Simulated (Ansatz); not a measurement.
GeTe (alpha-GeTe type, space group R3m)

```yaml
crystal:
  lattice:
    - [2.09375, 1.20882, 3.68733]
    - [-2.09375, 1.20882, 3.68733]
    - [0.00000, -2.41765, 3.68733]
  atoms:
    - { symbol: Ge, position: [0.23183, 0.23183, 0.23183] }
    - { symbol: Te, position: [0.76817, 0.76817, 0.76817] }
```

The slice is a (0001) plane (indices of the conventional cell) through the point (0.232, 0.232, 0.232) (fractional), spanned by u = [1 0 -1] and v = [-1 2 -1] in vectors of this cell: u (4.19 Å) and v (7.25 Å, at 90° to u). It covers one period; positions are fractions (u, v).

Calculation: r2SCAN (plane waves to 500 eV, PAW, scalar-relativistic; Ansatz, an electronic-structure program). k mesh 10×10×10. Inside the PAW spheres the values are not all-electron values, and peaks at nuclei hang on which shells count as valence. GeTe was relaxed with its symmetry unable to fall. Spin-orbit coupling is left out, though Te is heavy. The PAW data are Ansatz's earlier set.

Problem. Predict the map of the electron localisation function (ELF) on the slice.

Solution. 
```
|xx==%%@@##++++++##@@%%==|
|%%%%@@%%##%%%%%%##%%@@%%|
|%%%%##**##@@@@@@##**##%%|
|----::==**@@@@@@**==::--|
|      ::++##%%##++::    |
|      ..==**##**==..    |
|      --##%%@@%%##--    |
|    ..**%%%%%%%%%%**..  |
|    ==%%%%++xx++%%%%==  |
|::::++%%%%xxxxxx%%%%++::|
|++++##@@%%==xx==%%@@##++|
|%%%%##%%@@%%%%%%@@%%##%%|
|@@@@##**##%%%%%%##**##@@|
|@@@@**==::------::==**@@|
|%%##++::          ::++##|
|##**==..          ..==**|
|@@%%##--          --##%%|
|%%%%%%**..      ..**%%%%|
|xx++%%%%==      ==%%%%++|
|xxxx%%%%++::::::++%%%%xx|
```
Scale: ten equal steps from 0.03 (start of ' ') to 0.53 (end of '@'), in the order ' .:-=+*#%@'. Values: electron localisation function (ELF). The map has 12 points along u (two characters each, u = 0 at the left) and 20 along v (v = 0 in the bottom row). Points within 0.5 Å of a nucleus are blanked (x), as the pseudised field means little there.
